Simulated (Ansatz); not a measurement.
## Al2O3 (R-3c): the host for defect calculations

Aim: the runs on the perfect crystal Al2O3 (R-3c) that a defect calculation needs first.

Main program and level: Ansatz 0.2.0; plane-wave PAW DFT, PBEsol; relaxation of the host's cell and atoms; PAW set soft_1, in the first sound run; inputs show where later runs differ.

### Step 1. The starting structure

It takes space group R-3c (No. 167, trigonal). Conventional cell: a = 4.805 Å, b = 4.805 Å, c = 13.116 Å, α = 90.00°, β = 90.00°, γ = 120.00°. Nearest to Al lie 6 O at 1.87 to 1.99 Å. Nearest to O lie 4 Al at 1.87 to 1.99 Å. Farther neighbours and most contacts between anions are not listed.

### Step 2. Host cell relaxation

Lattice and positions are set free, within the symmetry that the program keeps.

cell/input.yaml

```yaml
crystal:
  lattice:
    - [2.4025136, 1.3870919, 4.3720844]
    - [-2.4025136, 1.3870919, 4.3720844]
    - [0.0, -2.7741838, 4.3720844]
  atoms:
    - { symbol: Al, position: [0.647904, 0.647904, 0.647904] }
    - { symbol: Al, position: [0.852096, 0.852096, 0.852096] }
    - { symbol: Al, position: [0.147904, 0.147904, 0.147904] }
    - { symbol: Al, position: [0.352096, 0.352096, 0.352096] }
    - { symbol: O, position: [0.4438545, 0.0561455, 0.75] }
    - { symbol: O, position: [0.9438545, 0.25, 0.5561455] }
    - { symbol: O, position: [0.0561455, 0.75, 0.4438545] }
    - { symbol: O, position: [0.75, 0.4438545, 0.0561455] }
    - { symbol: O, position: [0.25, 0.5561455, 0.9438545] }
    - { symbol: O, position: [0.5561455, 0.9438545, 0.25] }
basis:
  ecutwfc: 420
  xc_grid: 2
hamiltonian:
  xc: pbesol
  pseudopotentials: { kind: paw, azcp: { folder: soft_1 }, xc_functional: pbe }
kpoints:
  mp_grid: { grid: [7, 7, 7] }
scf:
  occupations: { method: fixed }
  max_iter: 100
relax:
  f_tol: 0.005
  max_steps: 60
  cell: {}
output:
  forces: true
  stress: true
checkpoint:
  write: "../cell.run"
  compress: false
  write_wavefunctions: false
  write_every: 100000
```

The run is started by

```console
ansatz run input.yaml --threads 4 --pin off --max-ram 7536MiB --backend cpu --events-out ev --progress --plain --runs-dir out
```

Numbers of over 12 decimals in the logs are rounded to 6 here.

The log of the run:

```text
[... repeated set-up lines and file paths are left out, and long positions are rounded to six places ...]
Engine: ansatz 0.2.0, aarch64-unknown-linux-gnu
Pseudopotentials: kind: paw
Pseudopotential: Al, paw, valence charge 3, recommended cutoff 420 eV (normal), soft_1/Al.paw.azcp
Pseudopotential: O, paw, valence charge 6, recommended cutoff 420 eV (normal), soft_1/O.paw.azcp
Functional definition: PBEsol
  exchange = pbesol_x
  correlation = pbesol_c
Crystal: 10 atoms, lattice volume = 87.420 Å³
Basis set: ecut = 420 eV, 1707 PW (Γ), exchange–correlation on 72×72×72 points (8 copies of the dense FFT grid, shifted against one another)
Bands: 34, of which v1, the nominal top of the filled ones, is band 24 counted from 1 (23 counted from 0)
Symmetry: 12 space group operations
Space group: R-3c (ITA 167), of the structure as read, at distance tolerance 4.4e-5 Å
k-points: 44 of 343
Non-local potential: Al, projectors of the file, l = 0: 2, l = 1: 2, l = 2: 1
Non-local potential: O, projectors of the file, l = 0: 2, l = 1: 2, l = 2: 1
PAW form: soft (Blöchl's): semilocal exchange-correlation on the pseudo side does not see the compensation charge
PAW frozen core: Al, regenerated for the run's functional, and the local potential with it (the file was generated under x = pbe(κ = 0.804, μ = 0.219515), c = pbe(β = 0.066725))
PAW frozen core: O, regenerated for the run's functional, and the local potential with it (the file was generated under x = pbe(κ = 0.804, μ = 0.219515), c = pbe(β = 0.066725))
PAW one-centre angular grid: Al, 110 points (default); XC on 64 Gauss nodes
PAW one-centre angular grid: O, 110 points (default); XC on 64 Gauss nodes
Initial density: superposition of atomic densities (chi_scale 0.1, normalization cell, long waves kept (reshape's long-wave potential 0.00 eV rms))
Initial wavefunctions: pseudopotential atomic-orbital guess
Functional: x = pbesol(κ = 0.804, μ = 0.123457), c = pbesol(β = 0.046)
SCF iter   1: F=—  HF=-5481.976350 eV  |F-HF|=—  |Δ(HF+E_count)|=         —  Δρ=1.14e-1  dr2=1.11e1  ethr=3.10e-3  ⟨swp⟩=5.0  Hψ=5661  notcnv=0  defer=300
preconditioner: auto → Resta (q_TF=auto, 2.469 Å⁻¹)  ε∞=3.3  [insulator: Δε(μ)=6.745 eV  Ē_g=18.002 eV  n_scr=20 (ndim 8)  ℏωp=27.5 eV  f_vac=0.000  ε∞_Penn≈3.3]
SCF iter   2: F=—  HF=-5479.046715 eV  |F-HF|=—  |Δ(HF+E_count)|=    2.93e0  Δρ=4.12e-2  dr2=7.20e-1  ethr=3.10e-3  ⟨swp⟩=2.6  Hψ=3199  notcnv=0  defer=278
SCF iter   3: F=—  HF=-5478.900486 eV  |F-HF|=—  |Δ(HF+E_count)|=   1.46e-1  Δρ=2.04e-2  dr2=2.09e-1  ethr=1.50e-3  ⟨swp⟩=2.0  Hψ=1399  notcnv=0  defer=292
automatic band count: iteration 3 solves 33 bands in place of 34: the levels show a gap, and the empty bands left out lie too high to hold charge; the band table lists the bands solved (type scf.n_extra_bands for more)
SCF iter   4: F=—  HF=-5478.865944 eV  |F-HF|=—  |Δ(HF+E_count)|=   3.45e-2  Δρ=1.33e-3  dr2=7.87e-4  ethr=4.36e-4  ⟨swp⟩=3.0  Hψ=2152  notcnv=0  defer=307
SCF iter   5: F=—  HF=-5478.866627 eV  |F-HF|=—  |Δ(HF+E_count)|=   6.83e-4  Δρ=1.49e-4  dr2=2.68e-5  ethr=1.64e-6  ⟨swp⟩=2.0  Hψ=2249  notcnv=0  defer=308
SCF iter   6: F=—  HF=-5478.866647 eV  |F-HF|=—  |Δ(HF+E_count)|=   2.01e-5  Δρ=4.10e-5  dr2=1.70e-6  ethr=5.59e-8  ⟨swp⟩=2.7  Hψ=2729  notcnv=0  defer=261
SCF iter   7: F=-5478.866648 eV  HF=-5478.866648 eV  |F-HF|=5.20e-9  |Δ(HF+E_count)|=   8.46e-7  Δρ=4.63e-6  dr2=1.36e-8  ethr=2.08e-10  ⟨swp⟩=2.9  Hψ=5645  notcnv=0
SCF 1 converged in 7 iterations: F = -5478.866648 eV  dr2 = 1.36e-8
  greatest PAW one-centre occupation: 0.855 electrons in one spin orbital (limit 2), on the O atom at site 9 (counted from 0), in its partial waves of l = 0
relax step   1: F+E_penalty+E_count = -5478.86664780 eV  Δ(F+E_penalty+E_count) = +0.000e0 eV  max|allowed force component| = 5.383e-2 eV/Å  Δτ_max = 0.0000 Å  P = -4.934 GPa  Ω = 87.420 Å³  (7 SCF iters, dr2 threshold 1.00e-7 eV, accepted)
[... the SCF cycles and remarks between the steps are left out from here to the last step ...]
relax step   2: F+E_penalty+E_count = -5478.88897261 eV  Δ(F+E_penalty+E_count) = -2.232e-2 eV  max|allowed force component| = 3.406e-2 eV/Å  Δτ_max = 0.0020 Å  P = -2.743 GPa  Ω = 86.605 Å³  energy of the carried Pulay correction = +2.669e-3 eV  (5 SCF iters, dr2 threshold 1.00e-6 eV, accepted)
relax step   3: F+E_penalty+E_count = -5478.90069714 eV  Δ(F+E_penalty+E_count) = -1.172e-2 eV  max|allowed force component| = 3.339e-2 eV/Å  Δτ_max = 0.0007 Å  P = +0.056 GPa  Ω = 85.619 Å³  energy of the carried Pulay correction = +5.930e-3 eV  (5 SCF iters, dr2 threshold 1.00e-6 eV, accepted)
relax step   4: F+E_penalty+E_count = -5478.90077370 eV  Δ(F+E_penalty+E_count) = -7.656e-5 eV  max|allowed force component| = 1.716e-2 eV/Å  Δτ_max = 0.0009 Å  P = +0.010 GPa  Ω = 85.629 Å³  energy of the carried Pulay correction = +5.895e-3 eV  (4 SCF iters, dr2 threshold 6.97e-8 eV, accepted)
relax step   5: F+E_penalty+E_count = -5478.90078717 eV  Δ(F+E_penalty+E_count) = -1.348e-5 eV  max|allowed force component| = 4.337e-3 eV/Å  Δτ_max = 0.0008 Å  P = -0.010 GPa  Ω = 85.636 Å³  energy of the carried Pulay correction = +5.873e-3 eV  (4 SCF iters, dr2 threshold 1.84e-8 eV, accepted)
relax step   6: F+E_penalty+E_count = -5478.89562576 eV  Δ(F+E_penalty+E_count) = +5.161e-3 eV  max|allowed force component| = 4.297e-3 eV/Å  Δτ_max = 0.0000 Å  P = -0.137 GPa  Ω = 85.636 Å³  stress off target by 1.42e-1 GPa  SCF on the basis re-selected at this cell (its energy is not comparable with the rows above)  (5 SCF iters)
relax step   7: F+E_penalty+E_count = -5478.89580294 eV  Δ(F+E_penalty+E_count) = -1.772e-4 eV  max|allowed force component| = 1.520e-5 eV/Å  Δτ_max = 0.0003 Å  P = -0.002 GPa  Ω = 85.590 Å³  energy of the carried Pulay correction = +1.533e-4 eV  (4 SCF iters, dr2 threshold 5.04e-8 eV, accepted)
iter 1 solved again at ethr=4.12e-8 eV; its pass at ethr=3.10e-3 eV (dr2=1.98e-5 eV) is discarded
SCF iter   1: F=—  HF=-5478.895609 eV  |F-HF|=—  |Δ(HF+E_count)|=         —  Δρ=6.40e-6  dr2=8.76e-9  ethr=4.12e-8  ⟨swp⟩=3.0  Hψ=9904  notcnv=0  defer=348
SCF iter   2: F=—  HF=-5478.895609 eV  |F-HF|=—  |Δ(HF+E_count)|=   1.54e-7  Δρ=3.06e-6  dr2=3.10e-9  ethr=1.82e-11  ⟨swp⟩=2.0  Hψ=2386  notcnv=0  defer=334
SCF iter   3: F=—  HF=-5478.895609 eV  |F-HF|=—  |Δ(HF+E_count)|=   2.02e-9  Δρ=8.71e-7  dr2=3.99e-10  ethr=6.47e-12  ⟨swp⟩=2.5  Hψ=2392  notcnv=0  defer=334
SCF iter   4: F=-5478.895609 eV  HF=-5478.895609 eV  |F-HF|=9.09e-12  |Δ(HF+E_count)|=  8.91e-11  Δρ=2.08e-7  dr2=2.35e-11  ethr=1.00e-12  ⟨swp⟩=4.0  Hψ=4580  notcnv=0
SCF 8 converged in 4 iterations: F = -5478.895609 eV  dr2 = 2.35e-11
relax step   8: F+E_penalty+E_count = -5478.89560894 eV  Δ(F+E_penalty+E_count) = +1.940e-4 eV  max|allowed force component| = 6.228e-6 eV/Å  Δτ_max = 0.0000 Å  P = -0.004 GPa  Ω = 85.590 Å³  stress off target by 4.28e-3 GPa  SCF on the basis re-selected at this cell (its energy is not comparable with the rows above)  (4 SCF iters)
basis re-selected at this cell: Δ(F+E_penalty+E_count) = +1.940e-4 eV, ΔP = -0.002 GPa vs the last step (what re-selecting the basis moved, of the pressure what is left beyond the Pulay correction that the steps carried, after the strain that the cell walked [...]
SCF converged after 4 iterations
Free energy (F): -5478.895609 eV
Harris-Foulkes:  -5478.895609 eV  (|F-HF|=9.09e-12)
Internal energy: -5478.895609 eV  (E = F + TS)
E sigma→0 (E₀):  -5478.895609 eV
Fermi energy:    7.505287 eV
--- Per-component energies (eV) ---
  E_band       = 56.362967
  E_kinetic    = 1136.317995
  E_local      = -1961.673059  (includes V_loc(G=0)·N_el)
  E_nonlocal   = 353.346560
  E_hartree    = 741.660507
  E_xc         = -584.977166
  E_vxc        = -676.777799  (∫ρ·V_xc dr)
  E_paw        = -2772.327598  (= ΣΔE_a)
  E_vpaw       = -278.176412  (= ΣTr[D̂ρ^β])
  E_aug_tail   = 0.004758  (compensation charges beyond the density's cutoff)
  E_ewald      = -2391.535890
  E_core_change = 0.288284  (= ΣΔE_core)
  E_smearing   = -0.000000  (= −TS)
  E_closure    = 0.000000  (closes the sum)
  Σ components = -5478.895609   (vs F -5478.895609, Δ=0.00e0)
--- Forces (eV/Å), atoms counted from 1 ---
  atom   1  Al     0.00000000     0.00000000     0.00000623
  atom   2  Al     0.00000000     0.00000000    -0.00000623
  atom   3  Al    -0.00000000    -0.00000000     0.00000623
  atom   4  Al    -0.00000000    -0.00000000    -0.00000623
  atom   5  O     -0.00000606    -0.00000000    -0.00000000
  atom   6  O     -0.00000303    -0.00000525     0.00000000
  atom   7  O      0.00000303     0.00000525     0.00000000
  atom   8  O      0.00000303    -0.00000525     0.00000000
  atom   9  O     -0.00000303     0.00000525    -0.00000000
  atom  10  O      0.00000606     0.00000000     0.00000000
  max |Σ_I F_I| component: 2.02e-18 eV/Å
--- Stress (GPa, compression-positive) ---
       -0.004284      -0.000000      -0.000000
       -0.000000      -0.004284       0.000000
       -0.000000       0.000000      -0.002935
  P = ⅓ Tr σ = -0.0038 GPa (-0.038 kbar)
--- Relaxed structure (6 steps of the walk, 6 accepted, 2 SCFs on fresh bases) ---
  F+E_penalty+E_count = -5478.89560894 eV   max|allowed force component| = 6.228e-6 eV/Å   (the final SCF, on the basis selected at the relaxed cell)
  cell:  # Å, volume = 85.5896 Å³
    - [2.386653, 1.377935, 4.337623]
    - [-2.386653, 1.377935, 4.337623]
    - [0, -2.755869, 4.337623]
  atoms:
    - { symbol: Al, position: [0.647953, 0.647953, 0.647953] }
    - { symbol: Al, position: [0.852047, 0.852047, 0.852047] }
    - { symbol: Al, position: [0.147953, 0.147953, 0.147953] }
    - { symbol: Al, position: [0.352047, 0.352047, 0.352047] }
    - { symbol: O, position: [0.444168, 0.055832, 0.750000] }
    - { symbol: O, position: [0.944168, 0.25, 0.555832] }
    - { symbol: O, position: [0.055832, 0.75, 0.444168] }
    - { symbol: O, position: [0.750000, 0.444168, 0.055832] }
    - { symbol: O, position: [0.25, 0.555832, 0.944168] }
    - { symbol: O, position: [0.555832, 0.944168, 0.250000] }
```

The job ended after 14 s (4 threads of Arm Neoverse V1, shared host; peak memory 0.4 GiB).

Relaxation path:

```tsv
step	energy less that of the first step (eV)	largest force component (eV/Å)	pressure (GPa)	volume (Å³)
1	0.0000	0.0538	-4.93	87.42
2	-0.0223	0.0341	-2.74	86.60
3	-0.0340	0.0334	0.06	85.62
4	-0.0341	0.0172	0.01	85.63
5	-0.0341	0.0043	-0.01	85.64
6	-0.0290	0.0043	-0.14	85.64
7	-0.0292	0.0000	0.00	85.59
8*	-0.0290	0.0000	0.00	85.59
```

Relaxation steps marked * repeat the geometry before them on a plane-wave basis chosen anew for their cell, so energy and pressure can jump there. The log counts 2 steps on a newly chosen plane-wave basis, not all of them marked here; energy and pressure can jump at such steps.

The run keeps the 12 symmetry operations that it works with, so distortions that break them were not tested.

```tsv
conventional cell, symmetrised	before	after	change
a (Å)	4.805	4.773	-0.7 %
b (Å)	4.805	4.773	-0.7 %
c (Å)	13.116	13.013	-0.8 %
volume (Å³/atom)	8.74	8.56	-2.1 %
```

This step gave:

| Item | Value |
| --- | --- |
| pressure | -0.003835 GPa |

The relaxation ends with a pressure of 0.00 GPa.

### Step 3. Dielectric tensors of the host

The response to a uniform electric field gives the electronic dielectric tensor.

This step: plane-wave PAW DFPT, PBEsol; dielectric tensors, Born charges and zone-centre modes of the host; PAW set soft_1 (Ansatz 0.2.0).

eps/input.yaml

```yaml
crystal:
  lattice:
    - [2.3866526636, 1.3779345578, 4.3376225351]
    - [-2.3866526636, 1.3779345578, 4.3376225351]
    - [0.0, -2.7558691155, 4.3376225351]
  atoms:
    - { symbol: Al, position: [0.6479531978, 0.6479531978, 0.6479531978] }
    - { symbol: Al, position: [0.8520468022, 0.8520468022, 0.8520468022] }
    - { symbol: Al, position: [0.1479531978, 0.1479531978, 0.1479531978] }
    - { symbol: Al, position: [0.3520468022, 0.3520468022, 0.3520468022] }
    - { symbol: O, position: [0.4441683055, 0.0558316945, 0.75] }
    - { symbol: O, position: [0.9441683055, 0.25, 0.5558316945] }
    - { symbol: O, position: [0.0558316945, 0.75, 0.4441683055] }
    - { symbol: O, position: [0.75, 0.4441683055, 0.0558316945] }
    - { symbol: O, position: [0.25, 0.5558316945, 0.9441683055] }
    - { symbol: O, position: [0.5558316945, 0.9441683055, 0.25] }
basis:
  ecutwfc: 420
hamiltonian:
  xc: pbesol
  pseudopotentials: { kind: paw, azcp: { folder: soft_1 }, xc_functional: pbe }
kpoints:
  mp_grid: { grid: [6, 6, 6] }
scf:
  occupations: { method: fixed }
  max_iter: 100
phonons:
  method: dfpt
  dielectric: true
  rigid_motions: translations
```

The log of the run:

```text
[...]
Crystal: 10 atoms, lattice volume = 85.590 Å³
Basis set: ecut = 420 eV, 1653 PW (Γ), exchange–correlation on 72×72×72 points (8 copies of the dense FFT grid, shifted against one another)
Bands: 34, of which v1, the nominal top of the filled ones, is band 24 counted from 1 (23 counted from 0)
Symmetry: 12 space group operations
k-points: 112 of 216 (irreducible under 1 space group operation, time reversal used)
[...]
SCF iter   1: F=—  HF=-5482.114746 eV  |F-HF|=—  |Δ(HF+E_count)|=         —  Δρ=1.18e-1  dr2=1.13e1  ethr=3.10e-3  ⟨swp⟩=5.1  Hψ=14498  notcnv=0  defer=749
[...]
SCF iter   9: F=-5478.895573 eV  HF=-5478.895573 eV  |F-HF|=2.73e-12  |Δ(HF+E_count)|=  1.14e-10  Δρ=9.59e-8  dr2=6.47e-12  ethr=1.00e-12  ⟨swp⟩=15.0  Hψ=25874  notcnv=0
SCF 1 converged in 9 iterations: F = -5478.895573 eV  dr2 = 6.47e-12
[...]
NSCF: frozen V_eff on 6 k-points
DFPT response loops at Γ: preconditioner auto → none (the input reference at scf.mixing.eps_inf says where Resta's filter doesn't serve); β = 0.50; Broyden in place of MSR1
SCF converged after 9 iterations
Free energy (F): -5478.895573 eV
[...]
Internal energy: -5478.895573 eV  (E = F + TS)
E sigma→0 (E₀):  -5478.895573 eV
Fermi energy:    7.505287 eV
[...]
--- Band table (eV; the first three rows and the last of 112) ---
[...]
[... further k-points left out ...]
--- Phonons (Γ-DFPT): 5 representative perturbations + reference, on 112 of 216 k-points (Σ response iterations 15) ---
  k mesh reduced under 1 symmetry operation, with k and −k counted as one. Each operation leaves every solved perturbation unchanged. A smaller set is not considered because the run solves the response to a homogeneous field
  ASR residual: 3.723e-5 → 0.000e0 eV/Å²; symmetrization residual: 2.701e-5 eV/Å²
  ASR residual per site (eV/Å²): 3.56e-5 3.56e-5 3.56e-5 3.56e-5 3.72e-5 2.46e-5 2.46e-5 2.46e-5 2.46e-5 3.72e-5
  Γ frequencies (cm⁻¹): 0.00 0.00 0.00 298.24 363.84 363.84 377.31 377.31 383.84 406.16 421.09 421.09 425.52 425.52 433.81 433.81 514.51 558.02 558.02 562.64 562.64 569.03 589.66 614.84 614.84 625.67 674.54 730.66 730.66 731.24
  ε∞ (high-frequency dielectric tensor):
        3.294920    -0.000000    -0.000000
       -0.000000     3.294920    -0.000000
       -0.000000    -0.000000     3.256330
  ε⁰ (static dielectric tensor: ions relaxed, cell fixed):
        9.663762     0.000000     0.000000
        0.000000     9.663762     0.000000
        0.000000     0.000000    11.746694
  ε⁰ − ε∞ (ionic part):
        6.368842     0.000000     0.000000
        0.000000     6.368842     0.000000
        0.000000     0.000000     8.490364
  softest optical mode at Γ: 298.24 cm⁻¹; the repairs (sum rule, projections) moved no ω² at Γ by more than (3.87 cm⁻¹)²
  Born effective charges Z* (e; rows j = field, columns β = displacement):
    site 0:
         2.97855   -0.03055    0.00000
         0.03055    2.97855   -0.00000
        -0.00000   -0.00000    2.94565
    site 1:
         2.97855    0.03055   -0.00000
        -0.03055    2.97855   -0.00000
         0.00000   -0.00000    2.94565
    site 2:
         2.97855    0.03055   -0.00000
        -0.03055    2.97855   -0.00000
         0.00000   -0.00000    2.94565
    site 3:
         2.97855   -0.03055    0.00000
         0.03055    2.97855   -0.00000
        -0.00000   -0.00000    2.94565
    site 4:
        -2.08733   -0.00000   -0.00000
        -0.00000   -1.88407    0.27155
         0.00000    0.36483   -1.96377
    site 5:
        -1.93489   -0.08802    0.23517
        -0.08802   -2.03652   -0.13578
         0.31595   -0.18242   -1.96377
    site 6:
        -1.93489   -0.08802    0.23517
        -0.08802   -2.03652   -0.13578
         0.31595   -0.18242   -1.96377
    site 7:
        -1.93489    0.08802   -0.23517
         0.08802   -2.03652   -0.13578
        -0.31595   -0.18242   -1.96377
    site 8:
        -1.93489    0.08802   -0.23517
         0.08802   -2.03652   -0.13578
        -0.31595   -0.18242   -1.96377
    site 9:
        -2.08733   -0.00000   -0.00000
        -0.00000   -1.88407    0.27155
         0.00000    0.36483   -1.96377
  Z* charge neutrality: 1.679e-5 e pre-enforcement
  k-mesh period / interband length: 28.6 Å / 1.27 Å = 22.51 at k = (0.0000, 0.0000, 0.0000), direct gap 6.038 eV — 14 or more, which is no proof of convergence
  optical modes at Γ without the LO–TO term, one row a degenerate level:
      ω (cm⁻¹)  modes    IR ((D/Å)²/amu)
        298.24      1             0.0000
[...]
optical modes at Γ + LO–TO along q̂ = [1.0000, 0.0000, 0.0000]:
      ω (cm⁻¹)  modes    IR ((D/Å)²/amu)
[...]
optical modes at Γ + LO–TO along q̂ = [0.0000, 1.0000, 0.0000]:
      ω (cm⁻¹)  modes    IR ((D/Å)²/amu)
[...]
optical modes at Γ + LO–TO along q̂ = [0.0000, 0.0000, 1.0000]:
      ω (cm⁻¹)  modes    IR ((D/Å)²/amu)
[...]
433.81      2             0.0000
        487.20      1             2.0851
        514.51      1             0.0000
        558.02      2            81.4599
        562.64      2             0.0000
        589.66      1             0.0000
        614.84      2             7.4448
        625.67      1             0.0000
        674.54      1             0.0000
        730.66      2             0.0000
        731.24      1             0.0000
        851.48      1            62.1090
```

Wall time 88 s (4 threads); peak memory 1.4 GiB.

Reading the cycles: dr2 is the Hartree energy of the density residual (eV), the measure of convergence; HF is the Harris–Foulkes estimate of the energy, which meets the free energy F at convergence.

Electronic dielectric tensor:

```
3.29 0.00 0.00
0.00 3.29 0.00
0.00 0.00 3.26
```

Static dielectric tensor:

```
 9.66  0.00  0.00
 0.00  9.66  0.00
 0.00  0.00 11.75
```

The principal values of the electronic dielectric tensor are 3.26, 3.29 and 3.29. The principal values of the static dielectric tensor are 9.66, 9.66 and 11.75.

(Part 1 of 3 ends here.)

[Logs are printed without paths, hosts, clocks, repeated set-up lines and the standing remarks that a program may print on its own settings, such as how far it seeks lower states.]

[Hosts, paths, dates, database ids (printed as entryN), source tags and the programs' standing remarks are cut or masked in the printed files.]

[Runs of the host that timed out are not shown.]

[For some hosts the program warned that the k-mesh of the response run may be too coarse for force constants and the static dielectric constant; such warnings are not always shown.]
